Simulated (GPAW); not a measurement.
# HfB2 in GPAW: convergence with k mesh

The system is HfB2.

```
CELL_PARAMETERS angstrom
3.14000 0.00000 0.00000
-1.57000 2.71932 0.00000
0.00000 0.00000 3.48000
ATOMIC_POSITIONS crystal
Hf 0.00000 0.00000 0.00000
B 0.66667 0.33333 0.50000
B 0.33333 0.66667 0.50000
```

| Quantity | Value |
| --- | --- |
| Program | GPAW 26.7.0 |
| Task | convergence study |
| Functional | PBE |
| Potentials or basis | GPAW PAW data sets (gpaw-data 1.2.1) |
| Cutoff | 800 eV |
| Basis | pw |
| k mesh | 2 × 2 × 2 |
| Occupations | fermi-dirac, width 0.05 eV |
| Spin | no spin polarisation |

These are the settings of the first run; the series varies k mesh, with any setting tied to it.

Hardware: 1 thread of Arm Neoverse V2, with other jobs on the host.

```tsv
k mesh	energy less the tightest run, at zero smearing (meV/atom)	pressure (GPa)	SCF cycles	CPU time (s)	peak memory (GiB)
2 × 2 × 2	178.74	2.16	9	3.8	0.15
3 × 3 × 3	-11.01	1.30	9	5.2	0.15
4 × 4 × 3	17.46	2.33	9	5.6	0.15
5 × 5 × 4	8.03	2.27	9	8.6	0.15
6 × 6 × 5	16.75	2.30	9	11	0.16
7 × 7 × 6	2.49	2.12	9	16	0.16
9 × 9 × 7	4.29	2.16	9	23	0.18
11 × 11 × 8	-1.00	2.07	9	37	0.2
13 × 13 × 10	0.00	2.10	9	56	0.24
```

Against the tightest run, the pressure stays within 0.1 GPa from 7 × 7 × 6 on. Not settled before the last step: the energy (to 1 meV/atom). Meshes of other sizes hit other points, so gaps and Fermi surfaces needn't settle smoothly. The tightest run that finished is the yardstick and may itself not be fully converged.

Spin-orbit coupling is left out, which matters for the levels of Hf.
